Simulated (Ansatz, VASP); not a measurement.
## Two plane-wave programs on Mg

INCAR

```
SYSTEM = Mg
  PREC = Accurate
  ENCUT = 600
  EDIFF = 1E-6
  ISMEAR = -1
  SIGMA = 0.1
  LREAL = .False.
  LASPH = .True.
  NELM = 100
  ALGO = Normal
  ISIF = 4
  LWAVE = .False.
  LCHARG = .False.
  GGA = PE
  IBRION = 2
  NSW = 50
  EDIFFG = -0.005
```

KPOINTS

```
regular mesh
0
Gamma
  14 14 13
  0 0 0
```

File POSCAR:

```
Mg
1.0
    2.9604081946      0.0000000000      0.0000000000
   -1.4802040973      2.5637887021      0.0000000000
    0.0000000000      0.0000000000      2.9781138181
Mg
1
Direct
    0.0000000000      0.0000000000      0.0000000000
```

Input for Ansatz:

```yaml
crystal:
  lattice:
    - [2.9604081946, 0.0, 0.0]
    - [-1.4802040973, 2.5637887021, 0.0]
    - [0.0, 0.0, 2.9781138181]
  atoms:
    - { symbol: Mg, position: [0.0, 0.0, 0.0] }
kpoints:
  mp_grid: { grid: [14, 14, 13] }
scf:
  occupations: { method: fermi_dirac, width: 0.1 }
hamiltonian:
  xc: pbe
  pseudopotentials: { kind: paw }
output:
  forces: true
  stress: true
relax:
  f_tol: 0.005
  max_steps: 30
  cell: { stress_tol: 0.06, fix: [volume] }
```

Alike in both runs: task relaxation of shape and atoms at fixed volume; functional PBE; k mesh 14 × 14 × 13; occupations fermi-dirac, width 0.1 eV; no spin polarisation.

```csv
,VASP,Ansatz
version,VASP 6.6.1,Ansatz 0.2.0
potentials or method,"VASP PAW PBE potentials, release 64 (Mg)","PAW with Ansatz's default frozen-core files, scalar-relativistic"
plane-wave cutoff (eV),600,420
valence electrons in the cell,2,10
```

|  | VASP | Ansatz | Ansatz less VASP |
| --- | --- | --- | --- |
| relaxed volume (Å³/atom) | 22.60 | 22.60 | 0.000 |
| relaxed cell length with the largest relative difference (Å) | 2.938 | 2.937 | -0.0005 |
| energy change over the relaxation (meV/atom) | -2 | -2 | 0.0 |

The two sets of potentials don't hold the same shells in valence.
